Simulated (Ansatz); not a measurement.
Crystal: TiTe2.

```
CELL_PARAMETERS angstrom
3.77700 0.00000 0.00000
-1.88850 3.27098 0.00000
0.00000 0.00000 6.49800
ATOMIC_POSITIONS crystal
Te 0.33333 0.66667 0.73720
Te 0.66667 0.33333 0.26280
Ti 0.00000 0.00000 0.00000
```

```yaml
Program: Ansatz 0.2.0
Task: relaxation of cell and atoms
Functional: PBE
Potentials_or_basis: Ansatz PAW
Cutoff: "420 eV (not typed: the program's choice for these potentials)"
k_mesh: 8 × 8 × 4
Occupations: fermi-dirac, width 0.05 eV
Spin: no spin polarisation
```

At the start: volume 26.76 Å³/atom.

**Question.** Where does the relaxation end?

**Answer.** It ends after 6 steps and the volume is 27.86 Å³/atom (+4.1 %); space group P-3m1 (No. 164, to 0.05 Å).

The path:
```csv
step,energy change (eV),largest force (eV/Å),volume (Å³)
1,0.0000,0.0120,80.28
2,-0.0044,0.1261,84.79
3,-0.0074,0.1244,84.04
4,-0.0099,0.0090,83.55
5,-0.0101,0.0001,83.57
6,-0.0105,0.0001,83.57
```

Final structure:
```yaml
crystal:
  lattice:
    - [3.78815, 0.00000, 0.00000]
    - [-1.89407, 3.28063, 0.00000]
    - [0.00000, 0.00000, 6.72429]
  atoms:
    - { symbol: Te, position: [0.33333, 0.66667, 0.74493] }
    - { symbol: Te, position: [0.66667, 0.33333, 0.25507] }
    - { symbol: Ti, position: [0.00000, 0.00000, 0.00000] }
```

Caveat: the plane-wave basis is chosen anew once the cell has moved, so the energies of steps on either side of that aren't comparable; this functional lacks dispersion, which binds the layers, so the pressure and a relaxed spacing across them are unreliable.
